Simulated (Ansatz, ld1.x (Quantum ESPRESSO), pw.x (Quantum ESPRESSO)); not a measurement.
# copper: one change to the PAW potential, in the atom and in the bcc crystal

Cu (Z = 29), PAW, made with ld1.x (Quantum ESPRESSO) 7.5 (PBE, scalar-relativistic). Core [Ar], reference 3d8 4s0 4p0 (charge +3). Waves: 4s (bound, empty): rcut 1.50, rcutus 1.90 bohr; 4s channel at -2 Ry: rcut 1.50, rcutus 1.90 bohr; 4p (bound, empty): rcut 1.70, rcutus 2.25 bohr; 4p channel at -0.05 Ry: rcut 1.70, rcutus 2.25 bohr; 3d (bound): rcut 1.10, rcutus 1.50 bohr; 3d channel at -2.85 Ry: rcut 1.10, rcutus 1.50 bohr. Local part: all-electron potential smoothed inside 1.60 bohr (lloc = -1). Core correction: none. Augmentation charge: BESSEL, radius 1.25 bohr.

Change: all radii scaled by about 1.08 (s 2.04, p 2.42, d 1.62 bohr, rcut 1.62/1.82/1.18); local potential all-electron potential smoothed inside 1.72 bohr (lloc = -1); augmentation BESSEL, radius 1.34 bohr.

Cutoffs, loose and tight: the cutoffs (Ry, on a coarse ladder) from which the occupation-weighted sum of valence levels, in a spherical-Bessel basis at the reference potential, stays within 10 and 1 mRy of its value at 400 Ry. They do not see the model core or the augmentation charge, which bear on the density cutoff. Test errors are all-electron minus pseudo excitation energies from the reference, over the configurations 3d10 4s1 4p0; 3d10 4s0 4p0; 3d9 4s0 4p0; 3d7 4s0 4p0; 3d10 4s0 4p1; 3d10 4s0.5 4p0; 3d9 4s2 4p0; variants that change the core or the reference have their own tests.

Crystal test: bcc Cu in pw.x 7.5, no spin, 16³ k-points, Fermi–Dirac smearing 0.01 Ry, cutoffs set for each file from its atomic test. The reference is all-electron LAPW (Ansatz 0.2.0) with the same functional, mesh and smearing; V0 and B0 come from Birch–Murnaghan fits to the pressures at five volumes. Errors are pseudo minus all-electron; Δ is the rms difference of the E(V) curves that follow from these fits, minima aligned, over ±6 % about the mean V0. Mesh and smearing are coarse, so the numbers serve the comparison and aren't converged zero-temperature values; the lattice is a test structure that the element need not adopt.

All-electron: a0 = 2.885 Å (V0 = 12.01 Å³/atom), B0 = 138.4 GPa.

Does the change bring the crystal closer to the all-electron result?

The mean pressure error goes from -6.25 to -3.85 GPa, so the change moves the solid closer to the all-electron pressures.

| quantity | base | changed |
| --- | --- | --- |
| outcome (atom) | generated | generated |
| cutoff, loose (atom) | 50 Ry | 40 Ry |
| cutoff, tight (atom) | 80 Ry | 70 Ry |
| bound ghosts (atom) | none | none |
| largest test error (meV) (atom) | test run stopped at test 1 of 7 (negative rho) | test run stopped at test 1 of 7 (negative rho) |
| cutoffs in pw.x (Ry) | 100/800 | 85/680 |
| a0 (Å) | 2.845 | 2.860 |
| a0 error (%) | -1.39 | -0.88 |
| B0 error (%) | +19.2 | +13.6 |
| Δ (meV/atom) | 16.2 | 10.0 |
| mean pressure error (GPa) | -6.25 | -3.85 |

Base: This is a poor potential for the solid. Atomic configuration tests: test run stopped at test 1 of 7 (negative rho). Changed file: This is a poor potential for the solid. Atomic configuration tests: test run stopped at test 1 of 7 (negative rho). The atomic cutoffs weigh occupied waves only.
